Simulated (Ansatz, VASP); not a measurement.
## One calculation of Ir, two programs

Contents of INCAR:

```
SYSTEM = Ir
PREC = Accurate
ENCUT = 520
EDIFF = 1E-7
ISMEAR = -1
SIGMA = 0.1
LREAL = .FALSE.
LASPH = .TRUE.
NELM = 100
ALGO = Normal
ISIF = 2
LWAVE = .FALSE.
LCHARG = .TRUE.
GGA = RP
LELF = .TRUE.
LVHAR = .TRUE.
NBANDS = 16
```

Contents of KPOINTS:

```
Automatic mesh
0
G
  15 15 8
  0 0 0
```

The input POSCAR:

```
Ir
1.0
    2.8661654936      0.0000000000      0.0000000000
   -1.4330827468      2.4821721289      0.0000000000
    0.0000000000      0.0000000000      4.6476308343
Ir
2
Direct
    0.3333333333      0.6666666667      0.2500000000
    0.6666666667      0.3333333333      0.7500000000
```

Input for Ansatz:

```yaml
crystal:
  lattice:
    - [2.8661654936, 0.0, 0.0]
    - [-1.4330827468, 2.4821721289, 0.0]
    - [0.0, 0.0, 4.6476308343]
  atoms:
    - { symbol: Ir, position: [0.3333333333, 0.6666666667, 0.25] }
    - { symbol: Ir, position: [0.6666666667, 0.3333333333, 0.75] }
hamiltonian:
  xc: rpbe
  pseudopotentials:
    kind: paw
    azcp:
      Ir: "pseudopotentials/Ir.paw.azcp"
basis:
  ecutwfc: 420
  fft_grid_basis: typed
kpoints:
  mp_grid: { grid: [15, 15, 8], shift: [0, 0, 0] }
magnetization:
  spin_polarized: false
scf:
  occupations: { method: fermi_dirac, width: 0.1 }
  lower_state_search: "off"
output:
  stress: true
```

Alike in both runs: task single point; functional RPBE; k mesh 15 × 15 × 8; occupations fermi-dirac, width 0.1 eV; no spin polarisation.

```csv
,VASP,Ansatz
version,VASP 6.6.1,Ansatz 0.2.0
potentials or method,"VASP PAW PBE potentials, release 64 (Ir)","plane waves (420 eV) with PAW, scalar-relativistic"
plane-wave cutoff (eV),520,420
valence electrons in the cell,18,34
```

Ansatz gave:

* pressure (GPa): -27.5
* largest component of the traceless stress (GPa): 0.51

Q: What did VASP give for the same quantities?

A: Pressure (GPa): -27.3; largest component of the traceless stress (GPa): 0.50.

With one functional, cell and mesh, what is left measures potentials, basis and numerics. The two sets of potentials don't hold the same shells in valence.

Caveats: so large a pressure means that the cell lies far from this level's equilibrium, or that cutoff or potentials fall short (VASP); the potentials were made for another functional, which shifts forces and pressure (VASP). Spin-orbit coupling is left out, which matters for the levels of Ir.
